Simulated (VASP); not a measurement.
Crystal: AlN.

```
CELL_PARAMETERS angstrom
3.31212 0.00000 0.00000
-1.65606 2.86838 0.00000
0.00000 0.00000 4.18756
ATOMIC_POSITIONS crystal
Al 0.33333 0.66667 0.75000
Al 0.66667 0.33333 0.25000
N 0.33333 0.66667 0.25000
N 0.66667 0.33333 0.75000
```

Measurements of this composition are mostly on another form, of space group No. 186.

| Item | Value |
| --- | --- |
| Program | VASP 6.6.1 |
| Task | relaxation of cell and atoms |
| Functional | PBE |
| Dispersion | D3(BJ) |
| Potentials or basis | VASP PAW PBE potentials, release 64 (Al, N) |
| Cutoff | 600 eV |
| k mesh | 9 × 9 × 6 |
| Occupations | gaussian, width 0.02 eV |
| Spin | no spin polarisation |

At the start: pressure -4.9 GPa; volume 9.95 Å³/atom.

Task: Where does the relaxation end?

Result: Over 5 steps the energy falls by 3.7 meV/atom and the volume is 9.71 Å³/atom (-2.4 %); space group P6_3/mmc (No. 194, to 0.05 Å).

Step by step:
| step | energy change (eV) | largest force (eV/Å) | pressure (GPa) | volume (Å³) |
| --- | --- | --- | --- | --- |
| 1 | 0.0000 | 0.0000 | -4.87 | 39.78 |
| 2 | -0.0032 | 0.0000 | 4.64 | 38.07 |
| 3 | -0.0144 | 0.0000 | 0.00 | 38.86 |
| 4 | -0.0147 | 0.0000 | 0.00 | 38.84 |
| 5 | -0.0148 | 0.0000 | 0.01 | 38.83 |

Final structure:
```
Al N
1.0
     3.29073    0.00000    0.00000
    -1.64537    2.84986    0.00000
     0.00000    0.00000    4.14068
Al N
2 2
Direct
  0.33333 0.66667 0.75000
  0.66667 0.33333 0.25000
  0.33333 0.66667 0.25000
  0.66667 0.33333 0.75000
```
